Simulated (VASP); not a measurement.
Runs of VASP 6.6.1 on Cu. The structure is cubic, space group Im-3m (No. 229). The conventional cell has a = 2.836 Å, b = 2.836 Å, c = 2.836 Å, α = 90.00°, β = 90.00°, γ = 90.00°. Cu (site symmetry m-3m) has 8 Cu at 2.46 Å as nearest neighbours. This isn't the form of Cu at room conditions, which is fcc.

```tsv
level	k mesh	cutoff (eV)	smearing	gap on the mesh (eV)	pressure (GPa)
PBEsol	20 × 20 × 20	700	gaussian 0.1 eV	none	0.2
PBEsol	20 × 20 × 20	520	gaussian 0.5 eV	none	0.2
PBEsol	32 × 32 × 32	520	gaussian 0.1 eV	none	0.1
r2SCAN	20 × 20 × 20	520	gaussian 0.1 eV	none	(a)
PBEsol	20 × 20 × 20	900	gaussian 0.1 eV	none	0.3
```

Alike in all rows: task single point; potentials or basis VASP PAW PBE potentials, release 64 (Cu); no spin polarisation; cell as given.

Problem. Fill in the values left out.

Solution. (a) 1.7.

Caveats: the PAW data sets were made with another functional, which shifts forces and pressure a little.

A gap of «none» marks a metal or a gap under the smearing width.
